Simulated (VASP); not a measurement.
# Ni (Im-3m) in VASP: notebook

The runs below take Ni through relaxation of cell and atoms, single point, with PBEsol, PBE.

Program: VASP 6.6.1. These are calculated values, not measurements. Logs are shortened: lines on timing, memory, paths and dates and some standing lists are left out, and cuts for length are marked.

**1. Starting point**

The structure is cubic, space group Im-3m (No. 229). Conventional cell: a = 2.767 Å, b = 2.767 Å, c = 2.767 Å, α = 90.00°, β = 90.00°, γ = 90.00°. Around Ni (site symmetry m-3m) lie 8 Ni at 2.40 Å.

This isn't the form of Ni at room conditions, which is fcc.

**2. Relaxation of cell and atoms, PBEsol, collinear spin, ferromagnetic start**

Input file INCAR:

```
SYSTEM = Ni
PREC = Accurate ; ENCUT = 600
EDIFF = 1E-6 ; ISMEAR = -1
SIGMA = 0.05 ; LREAL = .False.
LASPH = .True. ; NELM = 150
ALGO = Normal ; ISIF = 3
LWAVE = .False. ; LCHARG = .False.
ISPIN = 2 ; MAGMOM = 1
LORBIT = 11 ; LMAXMIX = 4
GGA = PS ; IBRION = 2
NSW = 60 ; EDIFFG = -0.01
```

Input file KPOINTS:

```
Automatic mesh
0
Gamma
  12 12 12
  0 0 0
```

Input file POSCAR:

```
Ni
1.0
   -1.3837154700      1.3837154700      1.3837154700
    1.3837154700     -1.3837154700      1.3837154700
    1.3837154700      1.3837154700     -1.3837154700
Ni
1
Direct
    0.0000000000      0.0000000000      0.0000000000
```

Potentials or basis: VASP PAW PBE potentials, release 64 (Ni).

On the command line:

```sh
$ cat potpaw_PBE.64/Ni/POTCAR > POTCAR
$ mpirun -np 1 vasp_std > vasp.out
```

OUTCAR:

```text
SYSTEM = Ni
   PREC = Accurate
   ENCUT = 600
   EDIFF = 1E-6
   ISMEAR = -1
   LREAL = .False.
   LASPH = .True.
   NELM = 150
   ISIF = 3
   ISPIN = 2
   LORBIT = 11
   GGA = PS
   IBRION = 2
   NSW = 60
   EDIFFG = -0.01

 ion  position               nearest neighbor table
   1  0.000  0.000  0.000-

  LATTYP: Found a body centered cubic cell.
 ALAT       =     2.7674309400

  Lattice vectors:

 A1 = (  -1.3837154700,   1.3837154700,   1.3837154700)
 A2 = (   1.3837154700,  -1.3837154700,   1.3837154700)
 A3 = (   1.3837154700,   1.3837154700,  -1.3837154700)

Analysis of symmetry for initial positions (statically):
=====================================================================
 Subroutine PRICEL returns:
 Original cell was already a primitive cell.

 Routine SETGRP: Setting up the symmetry group for a
 body centered cubic supercell.

 Subroutine GETGRP returns: Found 48 space group operations
 (whereof 48 operations were pure point group operations)
 out of a pool of 48 trial point group operations.

The static configuration has the point symmetry O_h .

Analysis of symmetry for dynamics (positions and initial velocities):
=====================================================================
 Subroutine PRICEL returns:
 Original cell was already a primitive cell.

 Routine SETGRP: Setting up the symmetry group for a
 body centered cubic supercell.

 Subroutine GETGRP returns: Found 48 space group operations
 (whereof 48 operations were pure point group operations)
 out of a pool of 48 trial point group operations.

The dynamic configuration has the point symmetry O_h .

Analysis of structural, dynamic, and magnetic symmetry:
=====================================================================
 Subroutine PRICEL returns:
 Original cell was already a primitive cell.

 Routine SETGRP: Setting up the symmetry group for a
 body centered cubic supercell.

 Subroutine GETGRP returns: Found 48 space group operations
 (whereof 48 operations were pure point group operations)
 out of a pool of 48 trial point group operations.

The overall configuration has the point symmetry O_h .

 Subroutine INISYM returns: Found 48 space group operations
 (whereof 48 operations are pure point group operations),
 and found     1 'primitive' translations

----------------------------------------------------------------------------------------

                                     Primitive cell

  volume of cell :      10.5974

  direct lattice vectors                    reciprocal lattice vectors
    -1.383715470  1.383715470  1.383715470     0.000000000  0.361345964  0.361345964
     1.383715470 -1.383715470  1.383715470     0.361345964  0.000000000  0.361345964
     1.383715470  1.383715470 -1.383715470     0.361345964  0.361345964  0.000000000

  length of vectors
     2.396665497  2.396665497  2.396665497     0.511020363  0.511020363  0.511020363

  position of ions in fractional coordinates (direct lattice)
     0.000000000  0.000000000  0.000000000

  ion indices of the primitive-cell ions
   primitive index   ion index
                 1           1

----------------------------------------------------------------------------------------

 KPOINTS: Automatic mesh

Automatic generation of k-mesh.
 Grid dimensions read from file:
 generate k-points for:   12   12   12

 Generating k-lattice:

  Cartesian coordinates                     Fractional coordinates (reciprocal lattice)
     0.000000000  0.030112164  0.030112164     0.083333333  0.000000000  0.000000000
     0.030112164  0.000000000  0.030112164     0.000000000  0.083333333  0.000000000
     0.030112164  0.030112164  0.000000000     0.000000000  0.000000000  0.083333333

  Length of vectors
     0.042585030  0.042585030  0.042585030

  Shift w.r.t. Gamma in fractional coordinates (k-lattice)
     0.000000000  0.000000000  0.000000000

 Subroutine IBZKPT returns following result:
 ===========================================

 Found     72 irreducible k-points:

 Following reciprocal coordinates:
            Coordinates               Weight
  0.000000  0.000000  0.000000      1.000000
  0.083333  0.000000  0.000000     12.000000
  0.166667  0.000000  0.000000     12.000000
  0.250000  0.000000  0.000000     12.000000
  0.333333  0.000000  0.000000     12.000000
  0.416667  0.000000  0.000000     12.000000
[... 16 lines left out ...]
  0.333333  0.083333  0.083333     24.000000
  0.416667  0.083333  0.083333     12.000000
 [... further k-points ...]
   k-points           NKPTS =     72   k-points in BZ     NKDIM =     72   number of bands    NBANDS=     10
   number of dos      NEDOS =    301   number of ions     NIONS =      1
   total plane-waves  NPLWV =   8000
   dimension x,y,z NGX =    20 NGY =   20 NGZ =   20
   dimension x,y,z NGXF=    40 NGYF=   40 NGZF=   40
   ions per type =               1
   NGX,Y,Z   is equivalent  to a cutoff of  13.87, 13.87, 13.87 a.u.
   NGXF,Y,Z  is equivalent  to a cutoff of  27.75, 27.75, 27.75 a.u.
 SYSTEM =  Ni
   PREC   = accura    normal or accurate (medium, high low for compatibility)
   ISTART =      0    job   : 0-new  1-cont  2-samecut
   ICHARG =      2    charge: 1-file 2-atom 10-const
   ISPIN  =      2    spin polarized calculation?
   LNONCOLLINEAR =      F non collinear calculations
   LSORBIT =      F    spin-orbit coupling
   LASPH  =      T    aspherical Exc in radial PAW
   ENCUT  =  600.0 eV  44.10 Ry    6.64 a.u.   4.79  4.79  4.79*2*pi/ulx,y,z
   NELM   =    150;   NELMIN=  2; NELMDL= -5     # of ELM steps
   EDIFF  = 0.1E-05   stopping-criterion for ELM
   LREAL  =      F    real-space projection
   EDIFFG = -.1E-01   stopping-criterion for IOM
   NSW    =     60    number of steps for IOM
   IBRION =      2    ionic relax: 0-MD 1-quasi-New 2-CG
   NFREE  =      1    steps in history (QN), initial steepest desc. (CG)
   ISIF   =      3    stress and relaxation
   ISYM   =      2    0-nonsym 1-usesym 2-fastsym
   POTIM  = 0.5000    time-step for ionic-motion
   TEBEG  =    0.0;   TEEND  =   0.0 temperature during run
   PSTRESS=    0.0 pullay stress
   NELECT =      10.0000    total number of electrons
   NUPDOWN=      -1.0000    fix difference up-down
   EMIN   =  10.00;   EMAX   =-10.00  energy-range for DOS
   EFERMI =   0.00;   METHOD = LEGACY
   ISMEAR =    -1;   SIGMA  =   0.05  broadening in eV -4-tet -1-fermi 0-gaus
   EFERMI_NEDOS =   21; number of points for ismear=-14 and -15
   IALGO  =     38    algorithm
   IMIX   =      4    mixing-type and parameters
     AMIX     =   0.40;   BMIX     =  1.00
     AMIX_MAG =   1.60;   BMIX_MAG =  1.00
  volume/ion in A,a.u.               =      10.60        71.51
  Fermi-wavevector in a.u.,A,eV,Ry     =   1.605738  3.034405 35.081190  2.578395
  Thomas-Fermi vector in A             =   2.702037
   LORBIT       =     11    0 simple, 1 ext, 2 COOP (PROOUT), +10 PAW based schemes
   GGA     = PS    functional components
   LHFCALC =     F    Hartree Fock is set to
   AEXX    =    0.0000 exact exchange contribution
   IVDW    =     0    specifies the selected vdW correction
   LEPSILON=     F    determine dielectric tensor
   LRPA    =     F    only Hartree local field effects (RPA)
 conjugate gradient relaxation of ions
 spin polarized calculation
  energy-cutoff  :      600.00
  volume of cell :       10.60
 maximum number of plane-waves:       370
   NGX =  9   NGY =  9   NGZ =  9

--------------------------------------- Ionic step        1  -------------------------------------------

 number of electron      10.0000001 magnetization       0.4504838

 Free energy of the ion-electron system (eV)
  ---------------------------------------------------
  ext. energy  EPLUGINS =         0.00000000
  ---------------------------------------------------
  free energy    TOTEN  =        -6.03819671 eV

  energy without entropy =       -6.02430285  energy(sigma->0) =       -6.03124978

------------------------ aborting loop because EDIFF is reached ----------------------------------------

  FORCE on cell =-STRESS in cart. coord.  units (eV):
  Direction    XX          YY          ZZ          XY          YZ          ZX
  --------------------------------------------------------------------------------------
  -------------------------------------------------------------------------------------
  Total       -0.2100718     -0.2100718     -0.2100718      0.0000000      0.0000000      0.0000000
  in kB      -31.7598215    -31.7598215    -31.7598215      0.0000000      0.0000000      0.0000000
  external PRESSURE =     -31.7598215 kB  Pullay stress =       0.0000000 kB
[... 55 lines left out ...]
  energy  without entropy=       -6.0245078847  energy(sigma->0) =       -6.03136370

--------------------------------------- Ionic step        3  -------------------------------------------

 number of electron      10.0000006 magnetization       0.4380173

 Free energy of the ion-electron system (eV)
  ---------------------------------------------------
  ext. energy  EPLUGINS =         0.00000000
  ---------------------------------------------------
  free energy    TOTEN  =        -6.03987908 eV

  energy without entropy =       -6.02612341  energy(sigma->0) =       -6.03300125

 E-fermi :   9.6426     XC(G=0): -13.6790

 val. band max:        9.6395709053   @ k =   0.4167   0.1667   0.0000
 cond. band min:       9.6516659863   @ k =  -0.3333   0.3333   0.0833
 fundamental gap:      0.0120950810
 Fermi energy:         9.6425654586

 spin component 1

 k-point     1 :       0.0000    0.0000    0.0000
  band No.  band energies     occupation
      1       0.4378      1.00000
      2       7.3358      1.00000
      3       7.3358      1.00000
      4       7.3358      1.00000
      5       8.8207      1.00000
      6       8.8207      1.00000
      7      36.5245      0.00000
      8      36.5245      0.00000
      9      36.5245      0.00000
     10      41.7038      0.00000
[... 287 lines left out ...]
 k-point    24 :       0.4167    0.0833    0.0833
  band No.  band energies     occupation
      1       5.1977      1.00000
      2       6.2964      1.00000
      3       8.0975      1.00000
      4       8.8089      1.00000
      5       8.9961      1.00000
      6      12.0424      0.00000
      7      16.6128      0.00000
      8      26.0208      0.00000
      9      26.9987      0.00000
     10      37.8594      0.00000

 [... further k-points ...]

 spin component 2

 k-point     1 :       0.0000    0.0000    0.0000
  band No.  band energies     occupation
      1       0.4370      1.00000
      2       7.8515      1.00000
      3       7.8515      1.00000
      4       7.8515      1.00000
      5       9.2234      0.99977
      6       9.2234      0.99977
      7      36.4633      0.00000
      8      36.4633      0.00000
      9      36.4633      0.00000
     10      41.6659      0.00000
[... 327 lines left out ...]
  FREE ENERGIE OF THE ION-ELECTRON SYSTEM (eV)
  ---------------------------------------------------
  free  energy   TOTEN  =        -6.0398790839 eV

  energy  without entropy=       -6.0261234122  energy(sigma->0) =       -6.03300125

 reached required accuracy - stopping structural energy minimisation

 total charge

# of ion       s       p       d       tot
------------------------------------------
    1        0.511   0.530   8.355   9.396

 magnetization (x)

# of ion       s       p       d       tot
------------------------------------------
    1       -0.004  -0.015   0.461   0.442
```

Wall time 32 s (1 thread of Intel Xeon Platinum 8259CL at 2.50GHz (Skylake/Cascade Lake), shared host); peak memory 0.14 GiB.

What came out:

| Item | Value |
| --- | --- |
| Free energy | -6.0399 eV |
| Relaxed volume | 10.43 Å³/atom |
| Relaxed cell | a = 2.384 Å, b = 2.384 Å, c = 2.384 Å, α = 109.47°, β = 109.47°, γ = 109.47° |
| Space group after relaxing (to 0.05 Å) | Im-3m (No. 229) |
| Energy gained by relaxing | 1.7 meV/atom |
| Ionic steps | 3 |
| Pressure after relaxing | 0.0 GPa |
| Band gap on the k mesh | none (metal or under the smearing width) |
| Net moment | 0.44 μB per cell |
| Site moments | Ni +0.44 μB |
| Valence electrons inside the program's atomic spheres | Ni 9.40 |

The path:
```tsv
step	energy change (eV)	largest force (eV/Å)	pressure (GPa)	volume (Å³)
1	0.0000	0.0000	-3.18	10.60
2	0.0000	0.0000	3.45	10.28
3	-0.0017	0.0000	0.03	10.43
```

Final structure:
```xyz
1
Lattice="-1.3766 1.3766 1.3766 1.3766 -1.3766 1.3766 1.3766 1.3766 -1.3766" Properties=species:S:1:pos:R:3 pbc="T T T"
Ni    0.0000    0.0000    0.0000
```

Caveat: the PAW data sets were made with another functional, which shifts forces and pressure a little.

**3. Single point, PBE, collinear spin, ferromagnetic start**

Input file INCAR:

```
SYSTEM = Ni
PREC = Accurate
ENCUT = 520
EDIFF = 1E-6
ISMEAR = -1
SIGMA = 0.05
LREAL = .False.
LASPH = .True.
NELM = 150
ALGO = Normal
ISIF = 2
LWAVE = .False.
LCHARG = .False.
ISPIN = 2
MAGMOM = 2.5
LORBIT = 11
LMAXMIX = 4
GGA = PE
```

Input file KPOINTS:

```
Automatic mesh
0
Gamma
  13 13 13
  0 0 0
```

POSCAR is that of step 2.

Potentials or basis: VASP PAW PBE potentials, release 64 (Ni).

On the command line:

```sh
$ cat potpaw_PBE.64/Ni/POTCAR > POTCAR
$ mpirun -np 1 vasp_std > vasp.out
```

Wall time 15 s (1 thread of Intel Xeon Platinum 8259CL at 2.50GHz (Skylake/Cascade Lake), shared host); peak memory 0.13 GiB.

Results (log left out):

| Item | Value |
| --- | --- |
| Free energy | -5.3729 eV |
| Pressure | 7.8 GPa |
| Band gap on the k mesh | none (metal or under the smearing width) |
| Net moment | 0.58 μB per cell |
| Site moments | Ni +0.58 μB |
| Valence electrons inside the program's atomic spheres | Ni 9.36 |

Levels at points of the mesh, in eV from the Fermi level:
Spin up:
| k point | band 2 | band 3 | band 4 | band 5 | band 6 | band 7 | band 8 | band 9 |
| --- | --- | --- | --- | --- | --- | --- | --- | --- |
| (0.00, 0.00, 0.00) | -2.35 | -2.35 | -2.35 | -0.89 | -0.89 | 26.75 | 26.75 | 26.75 |
Spin down:
| k point | band 3 | band 4 | band 5 | band 6 | band 7 | band 8 |
| --- | --- | --- | --- | --- | --- | --- |
| (0.00, 0.00, 0.00) | -1.66 | -1.66 | -0.38 | -0.38 | 26.66 | 26.66 |
